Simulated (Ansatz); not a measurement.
**BAs (F-43m): scan of the energy under strain, by script**

What does a strain cost in BAs (F-43m)? A script is to give a scan of the energy under strain; the system is BAs (F-43m).

Computed with Ansatz 0.2.0 through its Python package. Level of theory: DFT PBE, plane waves, PAW.

## 1. The structure

The structure is cubic, space group F-43m (No. 216). The conventional cell has a = 4.777 Å, b = 4.777 Å, c = 4.777 Å, α = 90.00°, β = 90.00°, γ = 90.00°. Around B (site symmetry -43m) lie 4 As at 2.07 Å. Around As (site symmetry -43m) lie 4 B at 2.07 Å.

The script holds or builds the structure itself.

## 2. The script

Contents of bas.py:

```python
# -*- coding: utf-8 -*-
"""Energy of BAs under biaxial strain, ions carried with the cell."""

import ansatz
import matplotlib.pyplot as plt
import numpy as np

VECTORS = np.array([
    [0.0, 2.3885, 2.3885],
    [2.3885, 0.0, 2.3885],
    [2.3885, 2.3885, 0.0],
])
SITES = [
    ("B", (0.0, 0.0, 0.0)),
    ("As", (0.25, 0.25, 0.25)),
]


def make_crystal(cell):
    crystal = ansatz.Crystal(lattice=ansatz.Lattice.of(cell))
    for symbol, position in SITES:
        crystal = crystal.atom(symbol, position)
    return crystal


def main():
    # clamped ions: the fractional positions stay as typed
    values = np.linspace(-0.03, 0.03, 7)
    energies = []
    for d in values:
        strain = np.diag([d, d, 0])
        cell = VECTORS @ (np.eye(3) + strain)
        setup = (
            make_crystal(cell).calculation()
            .functional("pbe")
            .basis(470)
            .occupations("gaussian", width=0.02)
            .kpoints(8, 8, 8)
        )
        r = setup.run(threads=1, backend="cpu").report
        energies.append(r["free_energy_ev"] / len(SITES))
        print(f"d = {d:+.4f}  F = {energies[-1]:.5f} eV/atom")
    energies = np.array(energies)

    for value, e in zip(values, energies):
        print(f"strain {value:7.3f}   E - Emin = {1000 * (e - energies.min()):9.3f} meV/atom")
    plt.figure(figsize=(4.5, 3))
    plt.plot(values, 1000 * (energies - energies.min()), "o-")
    plt.xlabel("strain")
    plt.ylabel("meV/atom")
    plt.tight_layout()
    plt.savefig("strain.png", dpi=100)
    curvature = 2 * np.polyfit(values, energies, 3)[1]
    volume = abs(np.linalg.det(VECTORS)) / len(SITES)
    print(f"d2E/dd2 over the volume: {curvature / volume * 160.21766:.1f} GPa")


if __name__ == "__main__":
    main()
```

## 3. The calls as engine input

The engine receives this input (first run):

```yaml
crystal:
  lattice:
    - [0.0, 2.316845, 2.3885]
    - [2.316845, 0.0, 2.3885]
    - [2.316845, 2.316845, 0.0]
  atoms:
    - { symbol: B, position: [0.0, 0.0, 0.0] }
    - { symbol: As, position: [0.25, 0.25, 0.25] }
basis:
  ecutwfc: 470.0
kpoints:
  mp_grid:
    grid: [8, 8, 8]
hamiltonian:
  xc: pbe
scf:
  occupations:
    method: gaussian
    width: 0.02
```

## 4. The run

On the command line:

```sh
python bas.py
```

**Question.** How much energy does this biaxial strain cost, and what curvature follows?

As calculated:

| quantity | value |
| --- | --- |
| curvature under the strain | 705.4 GPa |
| runs compared | 7 |
| range of energy | 44.72 meV/atom |
| lowest point, strain | 0.010 |

In words: Against the unstrained cell the energy per atom changes by +42.94 meV at one end of the scan and +11.05 meV at the other, and its second derivative over the volume is 705.4 GPa. Notes:
- The curvature belongs to this strain pattern and to the cell's stress; it equals a single elastic constant only for simple patterns.
- The ions keep their fractional positions (clamped ions).
